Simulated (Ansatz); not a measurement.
WS2 (Tungstenite):

```
W S
1.0
     3.18000    0.00000    0.00000
    -1.59000    2.75396    0.00000
     0.00000    0.00000   12.50000
W S
2 4
Cartesian
  1.5900 0.9180 9.3750
  0.0000 1.8360 3.1250
  1.5900 0.9180 4.6875
  0.0000 1.8360 10.9375
  1.5900 0.9180 1.5625
  0.0000 1.8360 7.8125
```

* Program: Ansatz 0.2.0
* Task: relaxation of cell and atoms
* Functional: PBE
* Dispersion: D4
* Potentials or basis: Ansatz PAW
* Cutoff: 420 eV (not typed: the program's choice for these potentials)
* k mesh: 10 × 10 × 3
* Occupations: fermi-dirac, width 0.05 eV
* Spin: no spin polarisation

At the start: volume 18.24 Å³/atom.

Q: How do energy, volume and symmetry change on relaxing?

A: It ends after 5 steps and the volume is 17.53 Å³/atom (-3.9 %); space group P6_3/mmc (No. 194, to 0.05 Å).

Step by step:
| step | energy change (eV) | largest force (eV/Å) | volume (Å³) |
| --- | --- | --- | --- |
| 1 | 0.0000 | 0.1360 | 109.47 |
| 2 | -0.0255 | 0.0166 | 106.00 |
| 3 | -0.0266 | 0.0179 | 105.09 |
| 4 | -0.0266 | 0.0012 | 105.20 |
| 5 | -0.0259 | 0.0011 | 105.20 |

Final structure:
```
CELL_PARAMETERS angstrom
3.15562 0.00000 0.00000
-1.57781 2.73285 0.00000
0.00000 0.00000 12.19837
ATOMIC_POSITIONS crystal
W 0.66667 0.33333 0.75000
W 0.33333 0.66667 0.25000
S 0.66667 0.33333 0.37911
S 0.33333 0.66667 0.87911
S 0.66667 0.33333 0.12089
S 0.33333 0.66667 0.62089
```

Caveat: the plane-wave basis is chosen anew once the cell has moved, so the energies of steps on either side of that aren't comparable.
